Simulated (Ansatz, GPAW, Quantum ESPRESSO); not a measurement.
# Sn: 4 runs at one level of theory

```xyz
2
Lattice="0.0000 3.2333 3.2333 3.2333 0.0000 3.2333 3.2333 3.2333 0.0000" Properties=species:S:1:pos:R:3 pbc="T T T"
Sn    4.8500    4.8500    4.8500
Sn    3.2333    3.2333    3.2333
```

This isn't the form of Sn at room conditions, which is tetragonal (white tin).

Alike in all runs: task band structure; functional PBEsol; k mesh 7 × 7 × 7; occupations fermi-dirac, width 0.05 eV; no spin polarisation; no spin-orbit coupling. Pressure is positive in compression and, in plane waves, holds the error of the finite cutoff, which Ansatz's Pulay term estimates and takes out.

```tsv
program and potentials	plane-wave cutoff (eV)	notes	pressure (GPa)
Ansatz, Ansatz PAW	420	potentials made for PBE, which Ansatz adapts in part; Pulay term of +0.03 GPa included	1.55
Ansatz, all-electron LAPW, scalar-relativistic	-	-	1.55
GPAW, PAW data sets generated for this functional	600	-	1.27
Quantum ESPRESSO, PseudoDojo 0.4.1 SR PBEsol standard	980	-	1.65
```

The pressure spans 1.27 (GPAW, PAW data sets generated for this functional) to 1.65 GPa (Quantum ESPRESSO, PseudoDojo 0.4.1 SR PBEsol standard), with all-electron results at 1.55.

The functional is the same throughout but for its coding, so the spread measures potentials, basis and numerics; runs on potential files found faulty are left out.

All four runs put this diamond-structure cell under compression, so with this functional the lattice would relax outward. That sign is robust, since the differences between the runs are much smaller than the pressure itself. Ansatz PAW reproduces the all-electron value of 1.55 GPa to the printed precision, while Quantum ESPRESSO lies slightly above it and GPAW further below, at 1.27 GPa.

Tin's diffuse 5s and 5p orbitals form longer, weaker tetrahedral bonds than those of silicon or germanium, and the open network is correspondingly soft. A modest pressure difference therefore translates into a larger change in equilibrium volume than it would in the lighter elements, though the disagreement here still implies only a small shift in lattice constant. The remaining scatter probably reflects, at least in part, how each potential describes the shallow 4d shell and its overlap with the valence density. Agreement in pressure at a single volume does not establish agreement in bulk modulus.
